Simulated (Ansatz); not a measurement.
Crystal: InSe.

```
In Se
1.0
     4.04733    0.00000    0.00000
    -2.02366    3.50509    0.00000
     0.00000    0.00000   18.05206
In Se
4 4
Direct
  0.33333 0.66667 0.07739
  0.33333 0.66667 0.92261
  0.00000 0.00000 0.42261
  0.00000 0.00000 0.57739
  0.33333 0.66667 0.35298
  0.33333 0.66667 0.64702
  0.66667 0.33333 0.14700
  0.66667 0.33333 0.85300
```

Measurements of this composition are mostly on another form, of space group No. 160.

Program: Ansatz 0.2.0. Alike in all runs: task band structure; potentials or basis Ansatz PAW; no spin polarisation; cell as given.

Q: Order these runs on this cell by their band gap on the k mesh, lowest first.
A. level HSE06; k mesh 6 × 6 × 2; cutoff (eV) 420; smearing fixed; level hse06; run kind scf
B. level BLYP; k mesh 8 × 8 × 2; cutoff (eV) 420; smearing fermi-dirac 0.05 eV; points for each segment of the path 10
C. level r2SCAN; k mesh 6 × 6 × 2; cutoff (eV) 500; smearing fermi-dirac 0.05 eV; points for each segment of the path 10
D. level LDA; k mesh 12 × 12 × 2; cutoff (eV) 420; smearing fixed; level lda; run kind scf
E. level PBE0; k mesh 6 × 6 × 2; cutoff (eV) 420; smearing fixed; level pbe0; run kind scf

A: D (0.50 eV), B (0.65 eV), C (1.14 eV), A (1.47 eV), E (2.08 eV).

Caveats: spin-orbit coupling is left out, which moves the levels of the heavy elements.

A k mesh can miss the band edges.

Not every run made on this cell is shown here.
